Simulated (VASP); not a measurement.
# Sn (I4_1/amd) in VASP: a series of runs

Runs on Sn. Level: r2SCAN. Tasks: single point.

Program: VASP 6.6.1. These are calculated values, not measurements. Logs are shortened: lines on timing, memory, paths and dates and some standing lists are left out, and cuts for length are marked.

### 1 Starting point

The structure is tetragonal, space group I4_1/amd (No. 141). The conventional cell has a = 5.880 Å, b = 5.880 Å, c = 3.199 Å, α = 90.00°, β = 90.00°, γ = 90.00°. Sn (site symmetry -4m2) has 6 Sn at 3.05 to 3.20 Å as nearest neighbours.

### 2 Single point, r2SCAN

The input, POSCAR:

```
Sn
1.0
   -2.9401404553      2.9401404553      1.5993019889
    2.9401404553     -2.9401404553      1.5993019889
    2.9401404553      2.9401404553     -1.5993019889
Sn
2
Direct
    0.7500000000      0.2500000000      0.5000000000
    0.0000000000      0.0000000000      0.0000000000
```

The input, INCAR.step1:

```
SYSTEM = Sn
PREC = Accurate
ENCUT = 520
ISMEAR = -1
SIGMA = 0.05
LREAL = .FALSE.
LASPH = .TRUE.
NELM = 100
NBANDS = 21
GGA = PE
ALGO = Normal
EDIFF = 1E-4
LWAVE = .TRUE.
LCHARG = .FALSE.
```

The input, INCAR.step2:

```
SYSTEM = Sn
PREC = Accurate
ENCUT = 520
EDIFF = 1E-6
ISMEAR = -1
SIGMA = 0.05
LREAL = .FALSE.
LASPH = .TRUE.
NELM = 100
ALGO = Normal
ISIF = 2
LWAVE = .FALSE.
LCHARG = .FALSE.
METAGGA = R2SCAN
LMIXTAU = .TRUE.
NBANDS = 21
ISTART = 1
```

The input, KPOINTS:

```
regular mesh
0
G
  12 12 12
  0 0 0
```

Potentials or basis: VASP PAW PBE potentials, release 64 (Sn_d).

The run is started by

```bash
$ cat potpaw_PBE.64/Sn_d/POTCAR > POTCAR
$ cp INCAR.step1 INCAR
$ mpirun -np 1 vasp_std > vasp.out
$ cp INCAR.step2 INCAR
$ mpirun -np 1 vasp_std > vasp.out
```

OUTCAR:

```text
SYSTEM = Sn
   PREC = Accurate
   ENCUT = 520
   EDIFF = 1E-6
   ISMEAR = -1
   LREAL = .FALSE.
   LASPH = .TRUE.
   NELM = 100
   ISIF = 2
   METAGGA = R2SCAN
   ISTART = 1

 ion  position               nearest neighbor table
   1  0.750  0.250  0.500-   2 3.05   2 3.05   2 3.05   2 3.05
   2  0.000  0.000  0.000-   1 3.05   1 3.05   1 3.05   1 3.05

  LATTYP: Found a body centered tetragonal cell.
 ALAT       =     5.8802809106
 C/A-ratio  =     0.5439542815

  Lattice vectors:

 A1 = (  -2.9401404553,   2.9401404553,   1.5993019889)
 A2 = (   2.9401404553,  -2.9401404553,   1.5993019889)
 A3 = (   2.9401404553,   2.9401404553,  -1.5993019889)

Analysis of symmetry for initial positions (statically):
=====================================================================
 Subroutine PRICEL returns:
 Original cell was already a primitive cell.

 Routine SETGRP: Setting up the symmetry group for a
 body centered tetragonal supercell.

 Subroutine GETGRP returns: Found 16 space group operations
 (whereof  8 operations were pure point group operations)
 out of a pool of 16 trial point group operations.

The static configuration has the point symmetry D_2d.
 The point group associated with its full space group is D_4h.

Analysis of symmetry for dynamics (positions and initial velocities):
=====================================================================
 Subroutine PRICEL returns:
 Original cell was already a primitive cell.

 Routine SETGRP: Setting up the symmetry group for a
 body centered tetragonal supercell.

 Subroutine GETGRP returns: Found 16 space group operations
 (whereof  8 operations were pure point group operations)
 out of a pool of 16 trial point group operations.

The dynamic configuration has the point symmetry D_2d.
 The point group associated with its full space group is D_4h.

 Subroutine INISYM returns: Found 16 space group operations
 (whereof  8 operations are pure point group operations),
 and found     1 'primitive' translations

----------------------------------------------------------------------------------------

                                     Primitive cell

  volume of cell :      55.3002

  direct lattice vectors                    reciprocal lattice vectors
    -2.940140455  2.940140455  1.599301989     0.000000000  0.170059903  0.312636390
     2.940140455 -2.940140455  1.599301989     0.170059903  0.000000000  0.312636390
     2.940140455  2.940140455 -1.599301989     0.170059903  0.170059903  0.000000000

  length of vectors
     4.454954393  4.454954393  4.454954393     0.355895888  0.355895888  0.240501021

  position of ions in fractional coordinates (direct lattice)
     0.750000000  0.250000000  0.500000000
     0.000000000  0.000000000  0.000000000

  ion indices of the primitive-cell ions
   primitive index   ion index
                 1           1
                 2           2

----------------------------------------------------------------------------------------

 KPOINTS: regular mesh

Automatic generation of k-mesh.
 Grid dimensions read from file:
 generate k-points for:   12   12   12

 Generating k-lattice:

  Cartesian coordinates                     Fractional coordinates (reciprocal lattice)
     0.000000000  0.014171659  0.026053032     0.083333333 -0.000000000  0.000000000
     0.014171659  0.000000000  0.026053032    -0.000000000  0.083333333  0.000000000
     0.014171659  0.014171659  0.000000000     0.000000000  0.000000000  0.083333333

  Length of vectors
     0.029657991  0.029657991  0.020041752

  Shift w.r.t. Gamma in fractional coordinates (k-lattice)
     0.000000000  0.000000000  0.000000000

 Subroutine IBZKPT returns following result:
 ===========================================

 Found    163 irreducible k-points:

 Following reciprocal coordinates:
            Coordinates               Weight
  0.000000  0.000000  0.000000      1.000000
  0.083333 -0.000000  0.000000      8.000000
  0.166667 -0.000000  0.000000      8.000000
  0.250000 -0.000000  0.000000      8.000000
  0.333333 -0.000000  0.000000      8.000000
  0.416667  0.000000 -0.000000      8.000000
[... 16 lines left out ...]
  0.500000  0.166667  0.000000     16.000000
 -0.416667  0.166667  0.000000     16.000000
 [... further k-points ...]
   k-points           NKPTS =    163   k-points in BZ     NKDIM =    163   number of bands    NBANDS=     21
   number of dos      NEDOS =    301   number of ions     NIONS =      2
   total plane-waves  NPLWV =  46656
   dimension x,y,z NGX =    36 NGY =   36 NGZ =   36
   dimension x,y,z NGXF=    72 NGYF=   72 NGZF=   72
   ions per type =               2
   NGX,Y,Z   is equivalent  to a cutoff of  13.43, 13.43, 13.43 a.u.
   NGXF,Y,Z  is equivalent  to a cutoff of  26.87, 26.87, 26.87 a.u.
 SYSTEM =  Sn
   PREC   = accura    normal or accurate (medium, high low for compatibility)
   ISTART =      1    job   : 0-new  1-cont  2-samecut
   ICHARG =      0    charge: 1-file 2-atom 10-const
   ISPIN  =      1    spin polarized calculation?
   LNONCOLLINEAR =      F non collinear calculations
   LSORBIT =      F    spin-orbit coupling
   LASPH  =      T    aspherical Exc in radial PAW
   ENCUT  =  520.0 eV  38.22 Ry    6.18 a.u.   8.28  8.28  8.28*2*pi/ulx,y,z
   NELM   =    100;   NELMIN=  2; NELMDL=  0     # of ELM steps
   EDIFF  = 0.1E-05   stopping-criterion for ELM
   LREAL  =      F    real-space projection
   EDIFFG = 0.1E-04   stopping-criterion for IOM
   NSW    =      0    number of steps for IOM
   IBRION =     -1    ionic relax: 0-MD 1-quasi-New 2-CG
   NFREE  =      0    steps in history (QN), initial steepest desc. (CG)
   ISIF   =      2    stress and relaxation
   ISYM   =      2    0-nonsym 1-usesym 2-fastsym
   POTIM  = 0.5000    time-step for ionic-motion
   TEBEG  =    0.0;   TEEND  =   0.0 temperature during run
   PSTRESS=    0.0 pullay stress
   NELECT =      28.0000    total number of electrons
   NUPDOWN=      -1.0000    fix difference up-down
   EMIN   =  10.00;   EMAX   =-10.00  energy-range for DOS
   EFERMI =   0.00;   METHOD = LEGACY
   ISMEAR =    -1;   SIGMA  =   0.05  broadening in eV -4-tet -1-fermi 0-gaus
   EFERMI_NEDOS =   21; number of points for ismear=-14 and -15
   IALGO  =     38    algorithm
   IMIX   =      4    mixing-type and parameters
     AMIX     =   0.40;   BMIX     =  1.00
     AMIX_MAG =   1.60;   BMIX_MAG =  1.00
  volume/ion in A,a.u.               =      27.65       186.59
  Fermi-wavevector in a.u.,A,eV,Ry     =   1.304824  2.465760 23.164816  1.702566
  Thomas-Fermi vector in A             =   2.435734
   LORBIT       =      0    0 simple, 1 ext, 2 COOP (PROOUT), +10 PAW based schemes
   METAGGA = R2SCAN    functional components
   LHFCALC =     F    Hartree Fock is set to
   AEXX    =    0.0000 exact exchange contribution
   IVDW    =     0    specifies the selected vdW correction
   LEPSILON=     F    determine dielectric tensor
   LRPA    =     F    only Hartree local field effects (RPA)
 non-spin polarized calculation
  energy-cutoff  :      520.00
  volume of cell :       55.30
 maximum number of plane-waves:      1506
 NGX is ok and might be reduce to    36
   NGX = 17   NGY = 17   NGZ = 17

 number of electron      27.9999989 magnetization

 Free energy of the ion-electron system (eV)
  ---------------------------------------------------
  ext. energy  EPLUGINS =         0.00000000
  ---------------------------------------------------
  free energy    TOTEN  =       -49.25032142 eV

  energy without entropy =      -49.24326855  energy(sigma->0) =      -49.24679498

 E-fermi :   7.6817     XC(G=0): -11.0302

 val. band max:        7.6705915845   @ k =  -0.2500   0.2500   0.2500
 cond. band min:       7.6986986460   @ k =   0.4167   0.0833   0.0833
 fundamental gap:      0.0281070614
 Fermi energy:         7.6816649607

 k-point     1 :       0.0000    0.0000    0.0000
  band No.  band energies     occupation
      1     -14.6474      2.00000
      2     -14.5630      2.00000
      3     -14.5128      2.00000
      4     -14.5085      2.00000
      5     -14.3495      2.00000
      6     -14.3495      2.00000
[... 13 lines left out ...]
     20      17.8986      0.00000
     21      18.5735      0.00000

 k-point     2 :       0.0833   -0.0000    0.0000
  band No.  band energies     occupation
      1     -14.6430      2.00000
      2     -14.5485      2.00000
      3     -14.5077      2.00000
      4     -14.4915      2.00000
      5     -14.3599      2.00000
      6     -14.3584      2.00000
[... 13 lines left out ...]
     20      17.5621      0.00000
     21      17.7537      0.00000

 k-point     3 :       0.1667   -0.0000    0.0000
  band No.  band energies     occupation
      1     -14.6298      2.00000
      2     -14.5115      2.00000
      3     -14.4938      2.00000
      4     -14.4521      2.00000
      5     -14.3823      2.00000
      6     -14.3672      2.00000
[... 13 lines left out ...]
     20      16.2798      0.00000
     21      16.6539      0.00000

 k-point     4 :       0.2500   -0.0000    0.0000
  band No.  band energies     occupation
      1     -14.6107      2.00000
      2     -14.4756      2.00000
      3     -14.4733      2.00000
      4     -14.4312      2.00000
      5     -14.4073      2.00000
      6     -14.3663      2.00000
[... 13 lines left out ...]
     20      15.3280      0.00000
     21      16.7846      0.00000

 k-point     5 :       0.3333   -0.0000    0.0000
  band No.  band energies     occupation
      1     -14.5916      2.00000
      2     -14.4657      2.00000
      3     -14.4590      2.00000
      4     -14.4468      2.00000
      5     -14.4198      2.00000
      6     -14.3836      2.00000
[... 13 lines left out ...]
     20      14.7710      0.00000
     21      17.6095      0.00000

 k-point     6 :       0.4167    0.0000   -0.0000
  band No.  band energies     occupation
      1     -14.5767      2.00000
      2     -14.4824      2.00000
      3     -14.4729      2.00000
      4     -14.4434      2.00000
      5     -14.4110      2.00000
      6     -14.3968      2.00000
[... 13 lines left out ...]
     20      16.4272      0.00000
     21      18.6524      0.00000

 k-point     7 :       0.5000   -0.0000    0.0000
  band No.  band energies     occupation
      1     -14.5697      2.00000
      2     -14.4963      2.00000
      3     -14.4779      2.00000
      4     -14.4395      2.00000
      5     -14.4042      2.00000
      6     -14.4018      2.00000
[... 13 lines left out ...]
     20      17.7175      0.00000
     21      18.2906      0.00000
[... 291 lines left out ...]
      1     -14.5922      2.00000
      2     -14.4805      2.00000
      3     -14.4494      2.00000
      4     -14.4369      2.00000
      5     -14.4132      2.00000
      6     -14.4035      2.00000
[... 13 lines left out ...]
     20      15.6281      0.00000
     21      16.6358      0.00000

 k-point    21 :       0.3333    0.1667    0.0000
  band No.  band energies     occupation
      1     -14.5804      2.00000
      2     -14.4913      2.00000
      3     -14.4626      2.00000
      4     -14.4320      2.00000
      5     -14.4185      2.00000
      6     -14.3885      2.00000
[... 13 lines left out ...]
     20      17.0556      0.00000
     21      17.7695      0.00000

 k-point    22 :       0.4167    0.1667    0.0000
  band No.  band energies     occupation
      1     -14.5679      2.00000
      2     -14.4969      2.00000
      3     -14.4711      2.00000
      4     -14.4253      2.00000
      5     -14.4152      2.00000
      6     -14.3789      2.00000
[... 13 lines left out ...]
     20      16.8934      0.00000
     21      17.4760      0.00000

 k-point    23 :       0.5000    0.1667    0.0000
  band No.  band energies     occupation
      1     -14.5643      2.00000
      2     -14.4888      2.00000
      3     -14.4700      2.00000
      4     -14.4323      2.00000
      5     -14.4061      2.00000
      6     -14.3796      2.00000
[... 13 lines left out ...]
     20      16.6393      0.00000
     21      17.3887      0.00000

 k-point    24 :      -0.4167    0.1667    0.0000
  band No.  band energies     occupation
      1     -14.5744      2.00000
      2     -14.4870      2.00000
      3     -14.4720      2.00000
      4     -14.4432      2.00000
      5     -14.4018      2.00000
      6     -14.3743      2.00000
[... 13 lines left out ...]
     20      16.3059      0.00000
     21      16.9571      0.00000

 [... further k-points ...]

------------------------ aborting loop because EDIFF is reached ----------------------------------------

  FORCE on cell =-STRESS in cart. coord.  units (eV):
  Direction    XX          YY          ZZ          XY          YZ          ZX
  --------------------------------------------------------------------------------------
  -------------------------------------------------------------------------------------
  Total       -0.0652071     -0.0652071     -0.0623860      0.0000000      0.0000000      0.0000000
  in kB       -1.8892031     -1.8892031     -1.8074704      0.0000000      0.0000000      0.0000000
  external PRESSURE =      -1.8619589 kB  Pullay stress =       0.0000000 kB

 VOLUME and BASIS-vectors are now :
 -----------------------------------------------------------------------------
  energy-cutoff  :      520.00
  volume of cell :       55.30
      direct lattice vectors                 reciprocal lattice vectors
    -2.940140455  2.940140455  1.599301989     0.000000000  0.170059903  0.312636390
     2.940140455 -2.940140455  1.599301989     0.170059903  0.000000000  0.312636390
     2.940140455  2.940140455 -1.599301989     0.170059903  0.170059903  0.000000000

 POSITION                                       TOTAL-FORCE (eV/Angst)
 -----------------------------------------------------------------------------------
      0.00000      2.94014      0.79965         0.000000      0.000000      0.000000
      0.00000      0.00000      0.00000        -0.000000     -0.000000     -0.000000
 -----------------------------------------------------------------------------------
    total drift:                               -0.000000      0.000000     -0.000000

  FREE ENERGIE OF THE ION-ELECTRON SYSTEM (eV)
  ---------------------------------------------------
  free  energy   TOTEN  =       -49.2503214211 eV

  energy  without entropy=      -49.2432685468  energy(sigma->0) =      -49.24679498
```

Run time: 4.4 min. Hardware: 1 thread of Intel Xeon 6975P-C (Granite Rapids), shared host; peak memory 0.31 GiB.

Results:

```yaml
Free_energy: -49.2503 eV
Pressure: -0.2 GPa
Band_gap_on_the_k_mesh: none (metal or under the smearing width)
```

Caveat: the PAW data sets were made with another functional, which shifts forces and pressure a little.

### 3 Single point, r2SCAN (volume scaled by 1.04)

The input, POSCAR:

```
Sn
1.0
   -2.9788309508      2.9788309508      1.6203478496
    2.9788309508     -2.9788309508      1.6203478496
    2.9788309508      2.9788309508     -1.6203478496
Sn
2
Direct
    0.7500000000      0.2500000000      0.5000000000
    0.0000000000      0.0000000000      0.0000000000
```

The input, INCAR.step1:

```
PREC = Accurate
ENCUT = 520
ISMEAR = -1
SIGMA = 0.05
LREAL = False
LASPH = True
NELM = 100
NBANDS = 21
GGA = PE
ALGO = Normal
EDIFF = 1E-4
LWAVE = True
LCHARG = False
```

The input, INCAR.step2:

```
PREC = Accurate
ENCUT = 520
EDIFF = 1E-6
ISMEAR = -1
SIGMA = 0.05
LREAL = False
LASPH = True
NELM = 100
ALGO = Normal
ISIF = 2
LWAVE = False
LCHARG = True
METAGGA = R2SCAN
LMIXTAU = True
LELF = True
LVHAR = True
NBANDS = 21
ISTART = 1
```

The input, KPOINTS:

```
regular mesh
0
Gamma
  12 12 12
```

Potentials or basis: VASP PAW PBE potentials, release 64 (Sn_d).

The run is started by

```bash
$ cat potpaw_PBE.64/Sn_d/POTCAR > POTCAR
$ cp INCAR.step1 INCAR
$ mpirun -np 1 vasp_std > vasp.out
$ cp INCAR.step2 INCAR
$ mpirun -np 1 vasp_std > vasp.out
```

OUTCAR:

```text
PREC = Accurate
   ENCUT = 520
   EDIFF = 1E-6
   ISMEAR = -1
   LREAL = False
   LASPH = True
   NELM = 100
   ISIF = 2
   METAGGA = R2SCAN
   ISTART = 1

 ion  position               nearest neighbor table
   1  0.750  0.250  0.500-   2 3.09   2 3.09   2 3.09   2 3.09
   2  0.000  0.000  0.000-   1 3.09   1 3.09   1 3.09   1 3.09

  LATTYP: Found a body centered tetragonal cell.
 ALAT       =     5.9576619016
[... 766 lines left out ...]
     21      16.3489      0.00000

 [... further k-points ...]

------------------------ aborting loop because EDIFF is reached ----------------------------------------

  FORCE on cell =-STRESS in cart. coord.  units (eV):
  Direction    XX          YY          ZZ          XY          YZ          ZX
  --------------------------------------------------------------------------------------
  -------------------------------------------------------------------------------------
  Total       -0.7756924     -0.7756924     -0.7052259      0.0000000      0.0000000      0.0000000
  in kB      -21.6092731    -21.6092731    -19.6462133      0.0000000      0.0000000      0.0000000
  external PRESSURE =     -20.9549198 kB  Pullay stress =       0.0000000 kB

 VOLUME and BASIS-vectors are now :
 -----------------------------------------------------------------------------
  energy-cutoff  :      520.00
  volume of cell :       57.51
      direct lattice vectors                 reciprocal lattice vectors
    -2.978830951  2.978830951  1.620347850     0.000000000  0.167851083  0.308575717
     2.978830951 -2.978830951  1.620347850     0.167851083  0.000000000  0.308575717
     2.978830951  2.978830951 -1.620347850     0.167851083  0.167851083  0.000000000

 POSITION                                       TOTAL-FORCE (eV/Angst)
 -----------------------------------------------------------------------------------
     -0.00000      2.97883      0.81017        -0.000000     -0.000000      0.000000
      0.00000      0.00000      0.00000         0.000000      0.000000     -0.000000
 -----------------------------------------------------------------------------------
    total drift:                               -0.000000      0.000000     -0.000000

  FREE ENERGIE OF THE ION-ELECTRON SYSTEM (eV)
  ---------------------------------------------------
  free  energy   TOTEN  =       -49.2352700041 eV

  energy  without entropy=      -49.2279022354  energy(sigma->0) =      -49.23158612
```

OUTCAR.step1:

```text
PREC = Accurate
   ENCUT = 520
   ISMEAR = -1
   LREAL = False
   LASPH = True
[... 801 lines left out ...]
     -0.00000      2.97883      0.81017        -0.000000      0.000000      0.000000
      0.00000      0.00000      0.00000         0.000000     -0.000000     -0.000000
 -----------------------------------------------------------------------------------
    total drift:                               -0.000000      0.000000     -0.000000

  FREE ENERGIE OF THE ION-ELECTRON SYSTEM (eV)
  ---------------------------------------------------
  free  energy   TOTEN  =        -7.6149710836 eV

  energy  without entropy=       -7.6065189017  energy(sigma->0) =       -7.61074499
```

OSZICAR.step1:

```text
N       E                     dE             d eps       ncg     rms          rms(c)
DAV:   1     0.222731440614E+03    0.22273E+03   -0.14385E+04  6969   0.203E+03
DAV:   2     0.156501133986E+02   -0.20708E+03   -0.20297E+03  6886   0.456E+02
DAV:   3    -0.689239250840E+01   -0.22543E+02   -0.22393E+02  7954   0.135E+02
DAV:   4    -0.760167153053E+01   -0.70928E+00   -0.70893E+00  7792   0.266E+01
DAV:   5    -0.763073518924E+01   -0.29064E-01   -0.29063E-01  9818   0.506E+00    0.214E+00
DAV:   6    -0.761742256358E+01    0.13313E-01   -0.30011E-02  9261   0.239E+00    0.120E+00
DAV:   7    -0.761496401399E+01    0.24585E-02   -0.17894E-02  9290   0.182E+00    0.158E-01
DAV:   8    -0.761496321093E+01    0.80306E-06   -0.19538E-03  8243   0.578E-01    0.354E-02
DAV:   9    -0.761497108360E+01   -0.78727E-05   -0.46922E-05  4898   0.722E-02
   1 F= -.76149711E+01 E0= -.76107450E+01  d E =-.845218E-02
```

It took 4.5 min on 1 thread of Intel Xeon 6975P-C (Granite Rapids), shared host; peak memory 0.32 GiB.

Results:

| Property | Result |
| --- | --- |
| Free energy | -49.2353 eV |
| Pressure | -2.1 GPa |
| Band gap on the k mesh | none (metal or under the smearing width) |

Caveat: the PAW data sets were made with another functional, which shifts forces and pressure a little.
